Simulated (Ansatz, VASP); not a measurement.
# CdS: VASP beside Ansatz

File INCAR:

```
PREC     = Accurate       # precision mode
ENCUT    = 520            # plane-wave cutoff, eV
EDIFF    = 1E-8           # SCF threshold, eV
ISMEAR   = -1             # smearing method
SIGMA    = 0.02           # smearing width, eV
LREAL    = F              # projectors in reciprocal space
LASPH    = T              # aspherical terms in the spheres
NELM     = 60             # most SCF steps
ALGO     = Normal         # electronic algorithm
ISIF     = 2              # what is computed and relaxed
LWAVE    = F              # write WAVECAR
LCHARG   = F              # write CHGCAR
GGA      = PE             # functional
LEFG     = T            
NBANDS   = 16             # bands
```

The input KPOINTS:

```
regular mesh
0
Gamma
  7 7 7
```

Contents of POSCAR:

```
CdS
1.0
    0.0294295346      2.9576682322      2.9576682322
    2.9576682322      0.0294295346      2.9576682322
    2.9576682322      2.9576682322      0.0294295346
Cd S
1 1
Direct
    0.0000000000      0.0000000000      0.0000000000
    0.7500000000      0.7500000000      0.7500000000
```

Input for Ansatz:

```yaml
crystal:
  lattice:
    - [0.0294295346, 2.9576682322, 2.9576682322]
    - [2.9576682322, 0.0294295346, 2.9576682322]
    - [2.9576682322, 2.9576682322, 0.0294295346]
  atoms:
    - { symbol: Cd, position: [0.0, 0.0, 0.0] }
    - { symbol: S, position: [0.75, 0.75, 0.75] }
kpoints:
  mp_grid: { grid: [7, 7, 7] }
scf:
  occupations: { method: fermi_dirac, width: 0.02 }
hamiltonian:
  xc: pbe
  pseudopotentials: { kind: all_electron, datasets: crystal }
output:
  forces: true
  stress: true
  eigenvalues: true
  efg: { contact_densities: true }
```

Change from the starting cell: equal xy, yz and zx shear strains of +1 %, crystal datasets.

Alike in both runs: task electric field gradients; functional PBE; k mesh 7 × 7 × 7; occupations fermi-dirac, width 0.02 eV; no spin polarisation.

```csv
,VASP,Ansatz
version,VASP 6.6.1,Ansatz 0.2.0
potentials or method,"VASP PAW PBE potentials, release 64 (Cd, S)","all-electron PAW with datasets made for the crystal, scalar-relativistic"
plane-wave cutoff (eV),520,see its input
```

Ansatz gave:

```
gap on the k mesh at the Fermi level (eV)                      : 1.07
pressure (GPa)                                                 : 1.2
largest component of the traceless stress (GPa)                : 0.48
rms of the force components (eV/Å)                             : 0.056
Vzz of the field gradient on the site that differs most (V/Å²) : 10.1
```

Question: What did VASP give for the same quantities?

Answer: gap on the k mesh at the Fermi level (eV): 1.07; pressure (GPa): 1.5; largest component of the traceless stress (GPa): 0.49; rms of the force components (eV/Å): 0.059; Vzz of the field gradient on the site that differs most (V/Å²): 11.0.

Atom by atom the forces differ by 0.002 eV/Å (rms over components). Ansatz ran all-electron here, so the differences hold the error of VASP's frozen core and of both bases. Ansatz warned: «gradients_without_spin_orbit».
